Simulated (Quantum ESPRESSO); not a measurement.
Write the native input for Quantum ESPRESSO 7.5 that does the following.

- Task: single point
- Functional: PBE
- Potentials or basis: SG15 PBE 1.2
- Cutoff: 952 eV
- Density cutoff: 3810 eV
- k mesh: 3 × 3 × 3
- Occupations: fermi-dirac, width 0.05 eV
- Spin: no spin polarisation
- Mixing beta: 0.5
- Most SCF iterations: 120
- SCF threshold: 4e-10 Ry

Crystal: Sb.

```
CELL_PARAMETERS angstrom
2.15420 1.24373 3.75800
-2.15420 1.24373 3.75800
0.00000 -2.48746 3.75800
ATOMIC_POSITIONS crystal
Sb 0.76651 0.76651 0.76651
Sb 0.23349 0.23349 0.23349
```

One way to write it, as run:

pw.in

```
&CONTROL
  calculation = 'scf'
  prefix = 'pwscf'
  outdir = './tmp'
  pseudo_dir = './pseudo'
  tprnfor = .true.
  tstress = .true.
  disk_io = 'nowf'
/
&SYSTEM
  ibrav = 0
  nat = 2
  ntyp = 1
  ecutwfc = 70
  nbnd = 22
  occupations = 'smearing'
  smearing = 'fd'
  degauss = 0.00367493
/
&ELECTRONS
  conv_thr = 4d-10
  electron_maxstep = 120
  mixing_beta = 0.5
/
ATOMIC_SPECIES
Sb   121.7600 Sb_ONCV_PBE-1.2.upf
CELL_PARAMETERS angstrom
   2.1542000000    1.2437279499    3.7580000000
  -2.1542000000    1.2437279499    3.7580000000
   0.0000000000   -2.4874558998    3.7580000000
ATOMIC_POSITIONS crystal
Sb     0.7665100000    0.7665100000    0.7665100000
Sb     0.2334900000    0.2334900000    0.2334900000
K_POINTS automatic
3 3 3 0 0 0
```

Potentials or basis: SG15 PBE 1.2.

Command:

```bash
$ OMP_NUM_THREADS=1 mpirun -n 2 pw.x -nk 2 -in pw.in > pw.out
```

It gave:

- Pressure: 3.6 GPa
- Largest force: 0.093 eV/Å
- Band gap on the k mesh: 1.30 eV, indirect (least direct gap 1.32 eV)

Caveat: the k mesh is coarse (spacing up to 0.59 Å⁻¹), so the values aren't converged; spin-orbit coupling is left out, which moves the levels of the heavy elements; an odd mesh through Γ misses points on the zone boundary, where band edges often lie.

Wall time 5.8 s on 2 MPI ranks on Arm Neoverse V1 (shared host), peak memory 0.14 GiB a rank.
